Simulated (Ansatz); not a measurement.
Here is an unrelaxed guess for Al₂Cu.

```
Al Cu
1.0
     0.00000    2.04044    5.68843
     1.89614    0.00000    5.68843
     1.89614    2.04044    0.00000
Al Cu
2 1
Direct
  0.66667 0.66667 0.33333
  0.33333 0.33333 0.66667
  0.00000 0.00000 0.00000
```

Method: DFT PBE, scalar-relativistic, plane waves, PAW (Ansatz). Settings: cutoff 420 eV, Γ-centred mesh 6×6×6 on the computed 3-atom cell, Gaussian smearing of 0.10 eV; no spin polarisation.

Energies over the elements count from the elements' standard structures at the same level, with no fitted energy shifts.

Question: What does a single point on this coarse mesh give?

Answer: The pressure is 0.0 GPa (the mean over three directions, positive in compression), the largest force is 0.94 eV/Å, and the energy is −0.06 eV/atom against the elements. The shortest distance is 2.68 Å.

Question: How much does it gain on relaxing, and where does it end?

Answer: Relaxing gains under 0.1 eV/atom (the start's value is from the coarse mesh, so the gain is rough) in 10 ionic steps and ends at −0.09 eV/atom on the finer mesh. The symmetry goes from Fmmm (No. 69) to I4/mmm (No. 139). The volume per atom stays near 14.7 Å³. The shortest distance goes from 2.68 Å (Al–Cu and Al–Al) to 2.64 Å (Al–Cu). Conventional cell: a = 2.782 Å, c = 11.378 Å. Al has 4 Cu at 2.64 Å and 8 Al at 2.78–2.93 Å; Cu has 8 Al at 2.64 Å and 4 Cu at 2.78 Å.

The last run used a 24×24×24 mesh for its 3-atom cell and Gaussian smearing of 0.10 eV. The relaxation can't lower the symmetry of the start. Symmetry constrained the relaxation, so the result can be a saddle point.
